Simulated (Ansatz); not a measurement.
Reactions of `CC(C)CO`.

Program: Ansatz. Geometries: PBE0-D4/def2-TZVP. ΔE: electronic, gas phase. CCSD(T)/CBS adds triple-zeta CCSD(T) − MP2 to the extrapolated MP2 energy (def2 sets, frozen cores). This one scheme is used for every species, atoms too. Functionals use def2-TZVPP. No spin–orbit coupling; open shells (•) take unrestricted orbitals. Spin–orbit coupling would lower the free atoms: a little for C, O. Elements past krypton have def2 core potentials. For In outer-core shells are correlated without core-valence functions, so the limit isn't a true one: a few kJ/mol of doubt a bond, and 10 to 20 or more in all where bonds break to atoms. One conformer a species, not always the lowest.

```json
{"reaction": "`CC(C)CO` → `C[CH]C`• + `[CH2]O`•", "CCSD(T)/CBS(def2) (eV)": "3.96"}
{"reaction": "`CC(C)CO` → `CCOCC`", "CCSD(T)/CBS(def2) (eV)": "0.40"}
{"reaction": "`CC(C)CO` → `CCCOC`", "CCSD(T)/CBS(def2) (eV)": "0.48"}
{"reaction": "`CC(C)CO` + H₂ → `CCCO` + CH₄", "CCSD(T)/CBS(def2) (eV)": "?"}
{"reaction": "`CC(C)CO` + H–F → `CC(C)CF` + H₂O", "CCSD(T)/CBS(def2) (eV)": "-0.05"}
{"reaction": "`CC(C)CO` + `C#CS` → `C#CSCO` + `CCC`", "CCSD(T)/CBS(def2) (eV)": "0.03"}
{"reaction": "`CC(C)CO` + H₂S → `CC(C)CS` + H₂O", "CCSD(T)/CBS(def2) (eV)": "?"}
{"reaction": "`CC(C)CO` → 4 C• + 10 H• + O•", "CCSD(T)/CBS(def2) (eV)": "60.76"}
{"reaction": "`CC(C)CO` + `[NH2][In]([Cl])[Cl]` → `CC(C)[NH][In]([Cl])[Cl]` + CH₃OH", "CCSD(T)/CBS(def2) (eV)": "0.36"}
{"reaction": "`CC(C)CO` + `N[Si]S` → `CS[Si]N` + `CCCO`", "CCSD(T)/CBS(def2) (eV)": "?"}
```

Fill in the missing values. (Estimate.)

The calculation gave: `CC(C)CO` + H₂ → `CCCO` + CH₄: -0.63 eV; `CC(C)CO` + H₂S → `CC(C)CS` + H₂O: -0.42 eV; `CC(C)CO` + `N[Si]S` → `CS[Si]N` + `CCCO`: +0.21 eV.

Largest T1 diagnostic: 0.016, for `[CH2]O`•.
